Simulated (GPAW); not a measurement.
# Cr in GPAW: convergence with grid spacing (A)

Crystal: Cr.

```
Cr
1.0
    -1.48445    1.48445    1.48445
     1.48445   -1.48445    1.48445
     1.48445    1.48445   -1.48445
Cr
1
Direct
  0.00000 0.00000 0.00000
```

| Quantity | Value |
| --- | --- |
| Program | GPAW 26.7.0 |
| Task | convergence study |
| Functional | LDA |
| Potentials or basis | the program's PAW data sets (release 1.2.1) made for this functional |
| Basis | fd |
| Grid spacing | 0.26 Å |
| k mesh | 12 × 12 × 12 |
| Occupations | fermi-dirac, width 0.05 eV |
| Spin | collinear spin, ferromagnetic start |
| Starting moments | [3.0] μB |

These are the settings of the first run; the series varies grid spacing (A), with any setting tied to it.

Hardware: 1 thread of Arm Neoverse V1 (shared host).

The values tried are 0.26, 0.23, 0.2, 0.18, 0.16, 0.14, 0.12, loosest first. From which on does the energy stay within 1 meV/atom of the tightest run that finished?

From 0.14 on.

```tsv
grid spacing (A)	energy less the tightest run, at zero smearing (meV/atom)	SCF cycles	CPU time (s)	peak memory (GiB)
0.26	-368.70	16	22	0.15
0.23	-368.70	16	22	0.15
0.2	-33.85	23	69	0.22
0.18	-33.85	23	69	0.22
0.16	-33.85	23	69	0.22
0.14	0.00	24	140	0.37
0.12	0.00	24	140	0.37
```

The tightest run that finished is the yardstick and may itself not be fully converged.

Caveat, for the tightest run too: the starting moments collapsed, and a magnetic state may lie lower.
